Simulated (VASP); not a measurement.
# Br (I4/mmm) in VASP: notebook

Runs on Br. Level: PBEsol. Tasks: single point.

Everything below comes from runs of VASP 6.6.1. Logs are shortened: lines on timing, memory, paths and dates and some standing lists are left out, and cuts for length are marked.

**1. The cell of the first run**

Symmetry: I4/mmm, No. 139, tetragonal system. Conventional cell: a = 2.824 Å, b = 2.824 Å, c = 7.742 Å, α = 90.00°, β = 90.00°, γ = 90.00°. Br (site symmetry 4/mmm) has 4 Br at 2.82 Å as nearest neighbours.

**2. Single point, PBEsol (strained and moved within the space group)**

INCAR

```
PREC = Accurate
ENCUT = 520
EDIFF = 1E-6
ISMEAR = 0
SIGMA = 0.1
LREAL = False
LASPH = True
NELM = 100
ALGO = Fast
ISIF = 2
LWAVE = False
LCHARG = True
GGA = PS
LELF = True
LVHAR = True
NBANDS = 10
```

KPOINTS

```
Automatic mesh
0
Gamma
  20 20 20
```

POSCAR

```
Br
1.0
   -1.4121180063      1.4121180063      3.8709095695
    1.4121180063     -1.4121180063      3.8709095695
    1.4121180063      1.4121180063     -3.8709095695
Br
1
Direct
    0.0000000000      0.0000000000      0.0000000000
```

Potentials or basis: VASP PAW PBE potentials, release 64 (Br).

Command:

```
cat potpaw_PBE.64/Br/POTCAR > POTCAR
mpirun -np 1 vasp_std > vasp.out
```

OUTCAR:

```text
PREC = Accurate
   ENCUT = 520
   EDIFF = 1E-6
   ISMEAR = 0
   LREAL = False
   LASPH = True
   NELM = 100
   ISIF = 2
   GGA = PS

 ion  position               nearest neighbor table
   1  0.000  0.000  0.000-

  LATTYP: Found a body centered tetragonal cell.
 ALAT       =     2.8242360126
 C/A-ratio  =     2.7412082788

  Lattice vectors:

 A1 = (  -1.4121180063,   1.4121180063,   3.8709095695)
 A2 = (   1.4121180063,  -1.4121180063,   3.8709095695)
 A3 = (   1.4121180063,   1.4121180063,  -3.8709095695)

Analysis of symmetry for initial positions (statically):
=====================================================================
 Subroutine PRICEL returns:
 Original cell was already a primitive cell.

 Routine SETGRP: Setting up the symmetry group for a
 body centered tetragonal supercell.

 Subroutine GETGRP returns: Found 16 space group operations
 (whereof 16 operations were pure point group operations)
 out of a pool of 16 trial point group operations.

The static configuration has the point symmetry D_4h.

Analysis of symmetry for dynamics (positions and initial velocities):
=====================================================================
 Subroutine PRICEL returns:
 Original cell was already a primitive cell.

 Routine SETGRP: Setting up the symmetry group for a
 body centered tetragonal supercell.

 Subroutine GETGRP returns: Found 16 space group operations
 (whereof 16 operations were pure point group operations)
 out of a pool of 16 trial point group operations.

The dynamic configuration has the point symmetry D_4h.

 Subroutine INISYM returns: Found 16 space group operations
 (whereof 16 operations are pure point group operations),
 and found     1 'primitive' translations

----------------------------------------------------------------------------------------

                                     Primitive cell

  volume of cell :      30.8756

  direct lattice vectors                    reciprocal lattice vectors
    -1.412118006  1.412118006  3.870909570     0.000000000  0.354078057  0.129168608
     1.412118006 -1.412118006  3.870909570     0.354078057  0.000000000  0.129168608
     1.412118006  1.412118006 -3.870909570     0.354078057  0.354078057  0.000000000

  length of vectors
     4.355696893  4.355696893  4.355696893     0.376902905  0.376902905  0.500741990

  position of ions in fractional coordinates (direct lattice)
     0.000000000  0.000000000  0.000000000

  ion indices of the primitive-cell ions
   primitive index   ion index
                 1           1

----------------------------------------------------------------------------------------

 KPOINTS: Automatic mesh

Automatic generation of k-mesh.
 Grid dimensions read from file:
 generate k-points for:   20   20   20

 Generating k-lattice:

  Cartesian coordinates                     Fractional coordinates (reciprocal lattice)
     0.000000000  0.017703903  0.006458430     0.050000000 -0.000000000  0.000000000
     0.017703903  0.000000000  0.006458430    -0.000000000  0.050000000  0.000000000
     0.017703903  0.017703903  0.000000000     0.000000000  0.000000000  0.050000000

  Length of vectors
     0.018845145  0.018845145  0.025037100

  Shift w.r.t. Gamma in fractional coordinates (k-lattice)
     0.000000000  0.000000000  0.000000000

 Subroutine IBZKPT returns following result:
 ===========================================

 Found    641 irreducible k-points:

 Following reciprocal coordinates:
            Coordinates               Weight
  0.000000  0.000000  0.000000      1.000000
  0.050000  0.000000 -0.000000      8.000000
  0.100000  0.000000 -0.000000      8.000000
  0.150000 -0.000000  0.000000      8.000000
  0.200000  0.000000 -0.000000      8.000000
  0.250000 -0.000000  0.000000      8.000000
[... 16 lines left out ...]
 -0.400000  0.050000  0.000000     16.000000
 -0.350000  0.050000 -0.000000     16.000000
 [... further k-points ...]
   k-points           NKPTS =    641   k-points in BZ     NKDIM =    641   number of bands    NBANDS=     10
   number of dos      NEDOS =    301   number of ions     NIONS =      1
   total plane-waves  NPLWV =  32768
   dimension x,y,z NGX =    32 NGY =   32 NGZ =   32
   dimension x,y,z NGXF=    64 NGYF=   64 NGZF=   64
   ions per type =               1
   NGX,Y,Z   is equivalent  to a cutoff of  12.21, 12.21, 12.21 a.u.
   NGXF,Y,Z  is equivalent  to a cutoff of  24.43, 24.43, 24.43 a.u.
 SYSTEM =  unknown system
   PREC   = accura    normal or accurate (medium, high low for compatibility)
   ISTART =      0    job   : 0-new  1-cont  2-samecut
   ICHARG =      2    charge: 1-file 2-atom 10-const
   ISPIN  =      1    spin polarized calculation?
   LNONCOLLINEAR =      F non collinear calculations
   LSORBIT =      F    spin-orbit coupling
   LASPH  =      T    aspherical Exc in radial PAW
   ENCUT  =  520.0 eV  38.22 Ry    6.18 a.u.   8.10  8.10  8.10*2*pi/ulx,y,z
   NELM   =    100;   NELMIN=  2; NELMDL= -5     # of ELM steps
   EDIFF  = 0.1E-05   stopping-criterion for ELM
   LREAL  =      F    real-space projection
   EDIFFG = 0.1E-04   stopping-criterion for IOM
   NSW    =      0    number of steps for IOM
   IBRION =     -1    ionic relax: 0-MD 1-quasi-New 2-CG
   NFREE  =      0    steps in history (QN), initial steepest desc. (CG)
   ISIF   =      2    stress and relaxation
   ISYM   =      2    0-nonsym 1-usesym 2-fastsym
   POTIM  = 0.5000    time-step for ionic-motion
   TEBEG  =    0.0;   TEEND  =   0.0 temperature during run
   PSTRESS=    0.0 pullay stress
   NELECT =       7.0000    total number of electrons
   NUPDOWN=      -1.0000    fix difference up-down
   EMIN   =  10.00;   EMAX   =-10.00  energy-range for DOS
   EFERMI =   0.00;   METHOD = LEGACY
   ISMEAR =     0;   SIGMA  =   0.10  broadening in eV -4-tet -1-fermi 0-gaus
   EFERMI_NEDOS =   21; number of points for ismear=-14 and -15
   IALGO  =     68    algorithm
   IMIX   =      4    mixing-type and parameters
     AMIX     =   0.40;   BMIX     =  1.00
     AMIX_MAG =   1.60;   BMIX_MAG =  1.00
  volume/ion in A,a.u.               =      30.88       208.36
  Fermi-wavevector in a.u.,A,eV,Ry     =   0.998242  1.886404 13.558030  0.996487
  Thomas-Fermi vector in A             =   2.130452
   LORBIT       =      0    0 simple, 1 ext, 2 COOP (PROOUT), +10 PAW based schemes
   GGA     = PS    functional components
   LHFCALC =     F    Hartree Fock is set to
   AEXX    =    0.0000 exact exchange contribution
   IVDW    =     0    specifies the selected vdW correction
   LEPSILON=     F    determine dielectric tensor
   LRPA    =     F    only Hartree local field effects (RPA)
 non-spin polarized calculation
 RMM-DIIS sequential band-by-band and
 Gauss-broadening in eV      SIGMA  =   0.10
  energy-cutoff  :      520.00
  volume of cell :       30.88
 maximum number of plane-waves:       866
   NGX = 17   NGY = 17   NGZ = 17

 number of electron       7.0000001 magnetization

 Free energy of the ion-electron system (eV)
  ---------------------------------------------------
  ext. energy  EPLUGINS =         0.00000000
  ---------------------------------------------------
  free energy    TOTEN  =        -1.70767538 eV

  energy without entropy =       -1.70412235  energy(sigma->0) =       -1.70589887

 E-fermi :   0.9687     XC(G=0):  -8.4563

 val. band max:        0.9617744584   @ k =  -0.2000  -0.2000   0.1000
 cond. band min:       0.9770239946   @ k =  -0.1500  -0.1500   0.0500
 fundamental gap:      0.0152495362
 Fermi energy:         0.9686674248

 k-point     1 :       0.0000    0.0000    0.0000
  band No.  band energies     occupation
      1     -15.4192      2.00000
      2      -1.8548      2.00000
      3       1.9224      0.00000
      4       1.9224      0.00000
      5       5.7407      0.00000
      6      10.5960      0.00000
      7      10.9944      0.00000
      8      17.1361      0.00000
      9      17.2532      0.00000
     10      17.2532      0.00000

 k-point     2 :       0.0500    0.0000   -0.0000
  band No.  band energies     occupation
      1     -15.3877      2.00000
      2      -1.8413      2.00000
      3       1.6297      0.00000
      4       1.9434      0.00000
      5       5.8308      0.00000
      6      10.7420      0.00000
      7      11.2338      0.00000
      8      15.8586      0.00000
      9      17.3006      0.00000
     10      18.0722      0.00000

 k-point     3 :       0.1000    0.0000   -0.0000
  band No.  band energies     occupation
      1     -15.2944      2.00000
      2      -1.8011      2.00000
      3       0.8824      1.77751
      4       2.0050      0.00000
      5       6.0745      0.00000
      6      10.9103      0.00000
      7      12.1054      0.00000
      8      14.4548      0.00000
      9      17.4415      0.00000
     10      18.4823      0.00000

 k-point     4 :       0.1500   -0.0000    0.0000
  band No.  band energies     occupation
      1     -15.1431      2.00000
      2      -1.7356      2.00000
      3      -0.0925      2.00000
      4       2.1033      0.00000
      5       6.4366      0.00000
      6      11.0924      0.00000
      7      13.0253      0.00000
      8      13.5123      0.00000
      9      17.6715      0.00000
     10      18.7949      0.00000
[... 222 lines left out ...]
 k-point    22 :      -0.4500    0.0500    0.0000
  band No.  band energies     occupation
      1     -13.7588      2.00000
      2      -4.9071      2.00000
      3      -0.9923      2.00000
      4       2.6400      0.00000
      5       7.2583      0.00000
      6      11.7048      0.00000
      7      13.2408      0.00000
      8      14.9231      0.00000
      9      15.7308      0.00000
     10      18.7448      0.00000

 k-point    23 :      -0.4000    0.0500    0.0000
  band No.  band energies     occupation
      1     -13.9192      2.00000
      2      -4.5077      2.00000
      3      -1.0521      2.00000
      4       2.5558      0.00000
      5       7.5028      0.00000
      6      10.8262      0.00000
      7      12.9749      0.00000
      8      15.4365      0.00000
      9      16.7396      0.00000
     10      18.7902      0.00000

 k-point    24 :      -0.3500    0.0500   -0.0000
  band No.  band energies     occupation
      1     -14.1488      2.00000
      2      -3.8847      2.00000
      3      -1.1537      2.00000
      4       2.4283      0.00000
      5       7.7492      0.00000
      6      10.2234      0.00000
      7      12.6406      0.00000
      8      16.0000      0.00000
      9      17.5608      0.00000
     10      18.5702      0.00000

 [... further k-points ...]

------------------------ aborting loop because EDIFF is reached ----------------------------------------

  FORCE on cell =-STRESS in cart. coord.  units (eV):
  Direction    XX          YY          ZZ          XY          YZ          ZX
  --------------------------------------------------------------------------------------
  -------------------------------------------------------------------------------------
  Total       -0.0919893     -0.0919893     -0.0567119      0.0000000     -0.0000000      0.0000000
  in kB       -4.7734534     -4.7734534     -2.9428631      0.0000000     -0.0000000      0.0000000
  external PRESSURE =      -4.1632566 kB  Pullay stress =       0.0000000 kB

 VOLUME and BASIS-vectors are now :
 -----------------------------------------------------------------------------
  energy-cutoff  :      520.00
  volume of cell :       30.88
      direct lattice vectors                 reciprocal lattice vectors
    -1.412118006  1.412118006  3.870909570     0.000000000  0.354078057  0.129168608
     1.412118006 -1.412118006  3.870909570     0.354078057  0.000000000  0.129168608
     1.412118006  1.412118006 -3.870909570     0.354078057  0.354078057  0.000000000

 POSITION                                       TOTAL-FORCE (eV/Angst)
 -----------------------------------------------------------------------------------
      0.00000      0.00000      0.00000         0.000000     -0.000000     -0.000000
 -----------------------------------------------------------------------------------
    total drift:                               -0.000000     -0.000000      0.000000

  FREE ENERGIE OF THE ION-ELECTRON SYSTEM (eV)
  ---------------------------------------------------
  free  energy   TOTEN  =        -1.7076753819 eV

  energy  without entropy=       -1.7041223487  energy(sigma->0) =       -1.70589887
```

It took 1.9 min on 1 thread of Intel Xeon Platinum 8488C (Sapphire Rapids), shared host; peak memory 0.32 GiB.

Results:

```yaml
Free_energy: -1.7077 eV
Pressure: -0.4 GPa
Band_gap_on_the_k_mesh: none (metal or under the smearing width)
```

Stress tensor (GPa, compression positive):
```
-0.48  0.00  0.00
 0.00 -0.48  0.00
 0.00  0.00 -0.29
```

Caveat: the PAW data sets were made with another functional, which shifts forces and pressure a little; an odd number of electrons without spin polarisation forces a metal; a magnetic or distorted state may lie lower.

**3. Single point, PBEsol (Br replaced by F, lengths x 0.685, strained and moved within the space group)**

INCAR

```
ALGO = Fast
EDIFF = 1E-6
ENCUT = 520
GGA = PS
ISIF = 2
ISMEAR = 0
LASPH = True
LCHARG = False
LREAL = False
LWAVE = False
NBANDS = 10
NELM = 100
PREC = Accurate
SIGMA = 0.1
```

KPOINTS

```
k-points
0
Gamma
  30 30 30
```

POSCAR

```
F
1.0
   -0.9604849425      0.9604849425      2.4506484104
    0.9604849425     -0.9604849425      2.4506484104
    0.9604849425      0.9604849425     -2.4506484104
F
1
Direct
    0.0000000000      0.0000000000      0.0000000000
```

Potentials or basis: VASP PAW PBE potentials, release 64 (F).

Command:

```
cat potpaw_PBE.64/F/POTCAR > POTCAR
mpirun -np 1 vasp_std > vasp.out
```

OUTCAR:

```text
EDIFF = 1E-6
   ENCUT = 520
   GGA = PS
   ISIF = 2
   ISMEAR = 0
   LASPH = True
   LREAL = False
   NELM = 100
   PREC = Accurate

 ion  position               nearest neighbor table
   1  0.000  0.000  0.000-

  LATTYP: Found a body centered tetragonal cell.
 ALAT       =     1.9209698850
 C/A-ratio  =     2.5514698898

  Lattice vectors:

 A1 = (  -0.9604849425,   0.9604849425,   2.4506484104)
 A2 = (   0.9604849425,  -0.9604849425,   2.4506484104)
 A3 = (   0.9604849425,   0.9604849425,  -2.4506484104)

Analysis of symmetry for initial positions (statically):
=====================================================================
 Subroutine PRICEL returns:
 Original cell was already a primitive cell.

 Routine SETGRP: Setting up the symmetry group for a
 body centered tetragonal supercell.

 Subroutine GETGRP returns: Found 16 space group operations
 (whereof 16 operations were pure point group operations)
 out of a pool of 16 trial point group operations.

The static configuration has the point symmetry D_4h.

Analysis of symmetry for dynamics (positions and initial velocities):
[... 166 lines left out ...]

 k-point     1 :       0.0000    0.0000    0.0000
  band No.  band energies     occupation
      1     -25.7123      2.00000
      2      -3.9400      2.00000
      3      -0.8200      0.00000
      4      -0.8200      0.00000
      5      10.5110      0.00000
      6      27.2604      0.00000
      7      32.6049      0.00000
      8      34.2427      0.00000
      9      42.3456      0.00000
     10      42.3457      0.00000
[... 287 lines left out ...]
 k-point    24 :       0.2667    0.0333    0.0000
  band No.  band energies     occupation
      1     -24.2405      2.00000
      2      -5.2241      2.00000
      3      -3.7606      2.00000
      4      -0.5255      0.00000
      5      13.9266      0.00000
      6      24.6166      0.00000
      7      30.7292      0.00000
      8      35.0354      0.00000
      9      38.8746      0.00000
     10      44.4204      0.00000

 [... further k-points ...]

------------------------ aborting loop because EDIFF is reached ----------------------------------------

  FORCE on cell =-STRESS in cart. coord.  units (eV):
  Direction    XX          YY          ZZ          XY          YZ          ZX
  --------------------------------------------------------------------------------------
  -------------------------------------------------------------------------------------
  Total        0.3796529      0.3796529      0.4562229      0.0000000      0.0000000      0.0000000
  in kB       67.2628406     67.2628406     80.8286887      0.0000000      0.0000000      0.0000000
  external PRESSURE =      71.7847899 kB  Pullay stress =       0.0000000 kB

 VOLUME and BASIS-vectors are now :
 -----------------------------------------------------------------------------
  energy-cutoff  :      520.00
  volume of cell :        9.04
      direct lattice vectors                 reciprocal lattice vectors
    -0.960484943  0.960484943  2.450648410     0.000000000  0.520570368  0.204027635
     0.960484943 -0.960484943  2.450648410     0.520570368  0.000000000  0.204027635
     0.960484943  0.960484943 -2.450648410     0.520570368  0.520570368  0.000000000

 POSITION                                       TOTAL-FORCE (eV/Angst)
 -----------------------------------------------------------------------------------
      0.00000      0.00000      0.00000        -0.000000      0.000000      0.000000
 -----------------------------------------------------------------------------------
    total drift:                                0.000000     -0.000000     -0.000000

  FREE ENERGIE OF THE ION-ELECTRON SYSTEM (eV)
  ---------------------------------------------------
  free  energy   TOTEN  =        -1.4139015096 eV

  energy  without entropy=       -1.4114194857  energy(sigma->0) =       -1.41266050
```

It took 1.7 min on 1 thread of Intel Xeon Platinum 8488C (Sapphire Rapids), shared host; peak memory 0.27 GiB.

What came out:

| Property | Result |
| --- | --- |
| Free energy | -1.4139 eV |
| Pressure | 7.2 GPa |
| Band gap on the k mesh | none (metal or under the smearing width) |

Stress tensor (GPa, compression positive):
```
6.73 0.00 0.00
0.00 6.73 0.00
0.00 0.00 8.08
```

Caveat: the PAW data sets were made with another functional, which shifts forces and pressure a little; an odd number of electrons without spin polarisation forces a metal; a magnetic or distorted state may lie lower.

**4. Single point, PBEsol (Br replaced by I, lengths x 1.095, strained and moved within the space group)**

INCAR

```
ALGO = Fast
EDIFF = 1E-6
ENCUT = 520
GGA = PS
ISIF = 2
ISMEAR = 0
LASPH = T
LCHARG = F
LREAL = F
LWAVE = F
NBANDS = 10
NELM = 100
PREC = Accurate
SIGMA = 0.1
```

KPOINTS

```
k-points
0
Gamma
  18 18 18
```

POSCAR

```
I
1.0
   -1.6050175025      1.6050175025      4.2687706425
    1.6050175025     -1.6050175025      4.2687706425
    1.6050175025      1.6050175025     -4.2687706425
I
1
Direct
    0.0000000000      0.0000000000      0.0000000000
```

Potentials or basis: VASP PAW PBE potentials, release 64 (I).

Command:

```
cat potpaw_PBE.64/I/POTCAR > POTCAR
mpirun -np 1 vasp_std > vasp.out
```

Run time: 2.5 min. Hardware: 1 thread of Intel Xeon Platinum 8488C (Sapphire Rapids), shared host; peak memory 0.36 GiB.

Results (log left out):

```yaml
Free_energy: -1.6621 eV
Pressure: -0.9 GPa
Band_gap_on_the_k_mesh: none (metal or under the smearing width)
```

Stress tensor (GPa, compression positive):
```
-1.13  0.00  0.00
 0.00 -1.13  0.00
 0.00  0.00 -0.51
```

Levels at points of the mesh, in eV from the Fermi level:
```
           k point  band 1  band 2  band 3  band 4  band 5  band 6  band 7  band 8
(0.00, 0.00, 0.00)  -13.80   -2.31    0.97    0.97    4.09    7.38    8.02   12.53
(0.50, 0.00, 0.00)  -12.37   -5.18   -1.67    1.94    4.80    9.48    9.75   10.88
(0.50, 0.50, 0.00)  -10.99   -3.99   -3.83   -0.46    3.89    6.49    9.21   10.18
(0.50, 0.50, 0.50)  -13.67   -3.72    0.87    0.87    7.09    7.48    9.19   12.33
```

Caveat: the PAW data sets were made with another functional, which shifts forces and pressure a little; an odd number of electrons without spin polarisation forces a metal; a magnetic or distorted state may lie lower.

**5. Overview**

```tsv
potentials or basis	cell	k mesh	gap on the mesh (eV)	pressure (GPa)
VASP PAW PBE potentials, release 64 (Br)	strained and moved within the space group	20 × 20 × 20	none	-0.4
VASP PAW PBE potentials, release 64 (F)	Br replaced by F, lengths x 0.685, strained and moved within the space group	30 × 30 × 30	none	7.2
VASP PAW PBE potentials, release 64 (I)	Br replaced by I, lengths x 1.095, strained and moved within the space group	18 × 18 × 18	none	-0.9
```

Alike in all rows: task single point; level PBEsol; no spin polarisation; cutoff (eV) 520; smearing gaussian 0.1 eV.

Caveats: the PAW data sets were made with another functional, which shifts forces and pressure a little; an odd number of electrons without spin polarisation forces a metal; a magnetic or distorted state may lie lower.

Absolute energies hang on the potentials; compare differences alone.
